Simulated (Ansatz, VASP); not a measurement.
Be in VASP and in Ansatz

File INCAR:

```
SYSTEM = Be
ALGO     = Fast           ! electronic algorithm
EDIFF    = 1E-6           ! SCF threshold, eV
ENCUT    = 520            ! plane-wave cutoff, eV
GGA      = PE             ! functional
ISIF     = 2              ! what is computed and relaxed
ISMEAR   = 0              ! smearing method
LASPH    = .TRUE.         ! aspherical terms in the spheres
LCHARG   = .TRUE.         ! write CHGCAR
LELF     = .TRUE.         ! ELF
LREAL    = .FALSE.        ! projectors in reciprocal space
LVHAR    = .TRUE.       
LWAVE    = .FALSE.        ! write WAVECAR
NBANDS   = 7              ! bands
NELM     = 60             ! most SCF steps
PREC     = Accurate       ! precision mode
SIGMA    = 0.1            ! smearing width, eV
```

File KPOINTS:

```
k-points
0
G
  21 21 18
  0 0 0
```

POSCAR

```
Be
1.0
    2.4420804043      0.0000000000      0.0000000000
   -1.2210402022      2.1149036682      0.0000000000
    0.0000000000      0.0000000000      2.4377073239
Be
1
Direct
    0.0000000000      0.0000000000      0.0000000000
```

Input for Ansatz:

```yaml
crystal:
  lattice:
    - [2.4420804043, 0.0, 0.0]
    - [-1.2210402022, 2.1149036682, 0.0]
    - [0.0, 0.0, 2.4377073239]
  atoms:
    - { symbol: Be, position: [0.0, 0.0, 0.0] }
basis:
  ecutwfc: 420
kpoints:
  mp_grid: { grid: [21, 21, 18] }
hamiltonian:
  xc: pbe
scf:
  occupations: { method: gaussian, width: 0.1 }
output:
  forces: true
  stress: true
  eigenvalues: true
```

Alike in both runs: task single point; functional PBE; k mesh 21 × 21 × 18; occupations gaussian, width 0.1 eV; no spin polarisation.

```csv
,VASP,Ansatz
version,VASP 6.6.1,Ansatz 0.2.0
potentials or method,"VASP PAW PBE potentials, release 64 (Be)","scalar-relativistic, plane waves, PAW"
plane-wave cutoff (eV),520,420
valence electrons in the cell,2,2
```

VASP gave:

| Property | Result |
| --- | --- |
| gap on the k mesh at the Fermi level (eV) | none |
| pressure (GPa) | -17.6 |
| largest component of the traceless stress (GPa) | 19.73 |

**Question.** Estimate Ansatz's values.

**Answer.** gap on the k mesh at the Fermi level (eV): none; pressure (GPa): -17.6; largest component of the traceless stress (GPa): 19.79.

A gap of «none» marks a metal or a gap that the smearing closes.

Caveats: so large a pressure means that the cell lies far from this level's equilibrium, or that cutoff or potentials fall short (VASP).
